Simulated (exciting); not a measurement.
# Si2W (I4/mmm) in exciting: single point with PBE

Aim: the single point of Si2W with PBE.

Program: exciting (release sodium). These are calculated values, not measurements. Logs are shortened: lines on timing, memory, paths and dates and some standing lists are left out, and cuts for length are marked.

## Step 1: Starting point

It takes space group I4/mmm (No. 139, tetragonal). Conventional cell: a = 3.214 Å, b = 3.214 Å, c = 7.830 Å, α = 90.00°, β = 90.00°, γ = 90.00°. W (site symmetry 4/mmm) is surrounded by 10 Si at 2.62 Å. Si (site symmetry 4mm) has 5 Si at 2.59 to 2.63 Å and 5 W at 2.62 Å as nearest neighbours.

## Step 2: Single point, PBE

The input, input.xml:

```xml
<input>
  <title>Si2W</title>
  <structure speciespath="./" tshift="false">
    <crystal scale="1">
      <basevect>-3.036600909661 3.036600909661 7.398183291604</basevect>
      <basevect>3.036600909661 -3.036600909661 7.398183291604</basevect>
      <basevect>3.036600909661 3.036600909661 -7.398183291604</basevect>
    </crystal>
    <species speciesfile="W.xml" rmt="2.3">
      <atom coord="0.000000000000 0.000000000000 0.000000000000"/>
    </species>
    <species speciesfile="Si.xml" rmt="2">
      <atom coord="0.665300000000 0.665300000000 0.000000000000"/>
      <atom coord="0.334700000000 0.334700000000 0.000000000000"/>
    </species>
  </structure>
  <groundstate do="fromscratch" ngridk="12 12 12" rgkmax="7.8" gmaxvr="14" lmaxapw="10" lmaxmat="10" lmaxvr="8" xctype="GGA_PBE" stype="Gaussian" swidth="0.00040424" nempty="16" ValenceRelativity="iora*" epsengy="1e-05" epspot="1e-05" maxscl="60" tforce="true" outputlevel="high"/>
</input>
```

Potentials or basis: all-electron LAPW+lo, shipped species files, valence relativity iora*.

On the command line:

```
$ OMP_NUM_THREADS=1 exciting_smp
```

INFO.OUT:

```text
================================================================================
EXCITING SODIUM started
[... 10 lines left out ...]

 Lattice vectors (cartesian) :
     -3.0366009097      3.0366009097      7.3981832916
      3.0366009097     -3.0366009097      7.3981832916
      3.0366009097      3.0366009097     -7.3981832916

 Reciprocal lattice vectors (cartesian) :
     -0.0000000000      1.0345754174      0.4246437983
      1.0345754174     -0.0000000000      0.4246437983
      1.0345754174      1.0345754174     -0.0000000000

 Unit cell volume                           :     272.8729674294
 Brillouin zone volume                      :       0.9090318318

 Species :    1 (W)
     parameters loaded from                 :    W.xml
     name                                   :    tungsten
     nuclear charge                         :     -74.00000000
     electronic charge                      :      74.00000000
     atomic mass                            :  335119.81910000
     muffin-tin radius                      :       2.30000000
     # of radial points in muffin-tin       :     450

     atomic positions (lattice) :
       1 :   0.00000000  0.00000000  0.00000000

 Species :    2 (Si)
     parameters loaded from                 :    Si.xml
     name                                   :    silicon
     nuclear charge                         :     -14.00000000
     electronic charge                      :      14.00000000
     atomic mass                            :   51196.73454000
     muffin-tin radius                      :       2.00000000
     # of radial points in muffin-tin       :     300

     atomic positions (lattice) :
       1 :   0.66530000  0.66530000  0.00000000
       2 :   0.33470000  0.33470000  0.00000000

 Total number of atoms per unit cell        :       3

 Spin treatment                             :    spin-unpolarised

 Number of Bravais lattice symmetries       :      16
 Number of crystal symmetries               :      16

 k-point grid                               :      12   12   12
 Total number of k-points                   :     163
 k-point set is reduced with crystal symmetries

 R^MT_min * |G+k|_max (rgkmax)              :       7.80000000
 Species with R^MT_min                      :       2 (Si)
 Maximum |G+k| for APW functions            :       3.90000000
 Maximum |G| for potential and density      :      14.00000000
 Polynomial order for pseudochg. density    :       9

 G-vector grid sizes                        :      40    40    40
 Total number of G-vectors                  :   12645

 Maximum angular momentum used for
     APW functions                          :      10
     computing H and O matrix elements      :      10
     potential and density                  :       8
     inner part of muffin-tin               :       2

 Total nuclear charge                       :    -102.00000000
 Total electronic charge                    :     102.00000000
 Total core charge                          :      66.00000000
 Total valence charge                       :      36.00000000

 Effective Wigner radius, r_s               :       0.86117334

 Number of empty states                     :      16
 Total number of valence states             :      35

 Maximum Hamiltonian size                   :     324
 Maximum number of plane-waves              :     289
 Total number of local-orbitals             :      35

 Exchange-correlation type                  :      20
     Perdew-Burke-Ernzerhof, Phys. Rev. Lett. 77, 3865 (1996)
     Generalised gradient approximation (GGA)

 Smearing scheme                            :    Gaussian
 Smearing width                             :       0.00040424

 Using multisecant Broyden potential mixing
[... 6 lines left out ...]
* Groundstate module started                                                   *
********************************************************************************
 Output level for this task is set to high

++++++++++++++++++++++++++++++++++++++++++++++++++++++++++++++++++++++++++++++++
[... 5 lines left out ...]
+ SCF iteration number :    1                                                  +
++++++++++++++++++++++++++++++++++++++++++++++++++++++++++++++++++++++++++++++++
 Total energy                               :    -16733.02894928
 _______________________________________________________________
 Fermi energy                               :         0.49401721
 Kinetic energy                             :     18805.00616590
 Coulomb energy                             :    -35170.92393050
 Exchange energy                            :      -361.44213303
 Correlation energy                         :        -5.66905165
 Sum of eigenvalues                         :    -10196.52156586
 Effective potential energy                 :    -29001.52773176
 Coulomb potential energy                   :    -28521.91016325
 xc potential energy                        :      -479.61756851
 Hartree energy                             :      5366.43372316
 Electron-nuclear energy                    :    -39254.77760957
 Nuclear-nuclear energy                     :     -1282.58004409
 Madelung energy                            :    -20909.96884887
 Core-electron kinetic energy               :         0.00000000

 DOS at Fermi energy (states/Ha/cell)       :        14.88100871

 Electron charges :
     core                                   :        66.00000000
     core leakage                           :         0.00763094
     valence                                :        36.00000000
     interstitial                           :         7.11398514
     charge in muffin-tin spheres :
                  atom     1     W          :        71.27658899
                  atom     2    Si          :        11.80471294
                  atom     3    Si          :        11.80471294
     total charge in muffin-tins            :        94.88601486
     total charge                           :       102.00000000
[... 528 lines left out ...]
 DOS at Fermi energy (states/Ha/cell)       :        10.54669427

 Electron charges :
     core                                   :        66.00000000
     core leakage                           :         0.00742198
     valence                                :        36.00000000
     interstitial                           :         7.00347142
     charge in muffin-tin spheres :
                  atom     1     W          :        71.40704631
                  atom     2    Si          :        11.79474113
                  atom     3    Si          :        11.79474113
     total charge in muffin-tins            :        94.99652858
     total charge                           :       102.00000000

 RMS change in effective potential (target) :  0.384961E-09  ( 0.100000E-04)
 Absolute change in total energy   (target) :  0.421867E-06  ( 0.100000E-04)
 Charge distance                   (target) :  0.109488E-09  ( 0.100000E-04)
 Abs. change in max-nonIBS-force   (target) :  0.142910E-08  ( 0.500000E-04)

++++++++++++++++++++++++++++++++++++++++++++++++++++++++++++++++++++++++++++++++
| Convergency criteria checked for the last 2 iterations                       +
| Convergence targets achieved. Performing final SCF iteration                 +
++++++++++++++++++++++++++++++++++++++++++++++++++++++++++++++++++++++++++++++++
 Total energy                               :    -16746.24599818
 _______________________________________________________________
 Fermi energy                               :         0.48482084
 Kinetic energy                             :     18795.74882590
 Coulomb energy                             :    -35174.67037532
 Exchange energy                            :      -361.65437711
 Correlation energy                         :        -5.67007166
 Sum of eigenvalues                         :    -10201.30600291
 Effective potential energy                 :    -28997.05482881
 Coulomb potential energy                   :    -28517.15386676
 xc potential energy                        :      -479.90096205
 Hartree energy                             :      5374.93646448
 Electron-nuclear energy                    :    -39267.02679572
 Nuclear-nuclear energy                     :     -1282.58004409
 Madelung energy                            :    -20916.09344194
 Core-electron kinetic energy               :         0.00000000

 DOS at Fermi energy (states/Ha/cell)       :        10.54669035

 Electron charges :
     core                                   :        66.00000000
     core leakage                           :         0.00742198
     valence                                :        36.00000000
     interstitial                           :         7.00347142
     charge in muffin-tin spheres :
                  atom     1     W          :        71.40704631
                  atom     2    Si          :        11.79474113
                  atom     3    Si          :        11.79474113
     total charge in muffin-tins            :        94.99652858
     total charge                           :       102.00000000

++++++++++++++++++++++++++++++++++++++++++++++++++++++++++++++++++++++++++++++++
+ Self-consistent loop stopped                                                 +
++++++++++++++++++++++++++++++++++++++++++++++++++++++++++++++++++++++++++++++++
 STATE.OUT is written

--------------------------------------------------------------------------------
- Writing atomic positions and forces                                          -
--------------------------------------------------------------------------------

 Atomic positions (lattice) :
 atom     1   W  :     0.00000000    0.00000000    0.00000000
 atom     2  Si  :     0.66530000    0.66530000    0.00000000
 atom     3  Si  :     0.33470000    0.33470000    0.00000000

 Total atomic forces including IBS (cartesian) :
 atom     1   W  :     0.00000000    0.00000000   -0.00000000
 atom     2  Si  :    -0.00000000    0.00000000    0.00157206
 atom     3  Si  :     0.00000000   -0.00000000   -0.00157206

 Atomic force components including IBS (cartesian) :
 atom     1   W  :     0.00000000    0.00000000   -0.00000000   HF force
                 :    -0.00000000    0.00000000    0.00000000   core correction
                 :     0.00000000    0.00000000   -0.00000000   IBS correction
 atom     2  Si  :    -0.00000000    0.00000000    0.03628051   HF force
                 :     0.00000000   -0.00000000   -0.03424180   core correction
                 :     0.00000000   -0.00000000   -0.00046666   IBS correction
 atom     3  Si  :     0.00000000   -0.00000000   -0.03628051   HF force
                 :    -0.00000000    0.00000000    0.03424180   core correction
                 :    -0.00000000    0.00000000    0.00046666   IBS correction

********************************************************************************
* Groundstate module stopped                                                   *
********************************************************************************

================================================================================
| EXCITING SODIUM stopped                                                      =
================================================================================
```

Run time: 6.1 min. Hardware: 1 thread of Arm Neoverse V2, shared host; peak memory 0.16 GiB.

What came out:

* Free energy: -455688.5681 eV
* Largest force: 0.081 eV/Å
* Band gap on the k mesh: none (metal or under the smearing width)
* All electrons inside the program's atomic spheres: W 71.41; Si 11.79 (radii W 2.3, Si 2.0 bohr)

Forces on the atoms (eV/Å):
```
W    0.000  0.000  0.000
Si   0.000  0.000  0.081
Si   0.000  0.000 -0.081
```

Levels at points of the mesh, in eV from the Fermi level:
```tsv
k point	band 14	band 15	band 16	band 17	band 18	band 19	band 20	band 21	band 22	band 23
(0.00, 0.00, 0.00)	-3.77	-3.37	-2.88	-2.88	0.57	2.72	2.91	3.04	3.04	4.60
(0.50, 0.00, 0.00)	-5.78	-4.89	-2.84	-2.80	-0.47	2.67	2.76	3.91	4.39	5.08
(0.50, 0.50, 0.00)	-6.03	-5.52	-5.05	-3.29	-1.79	2.77	2.93	3.09	3.88	4.30
(0.50, 0.50, 0.50)	-3.88	-2.61	-0.87	-0.87	-0.54	-0.54	0.74	4.48	4.85	6.13
```
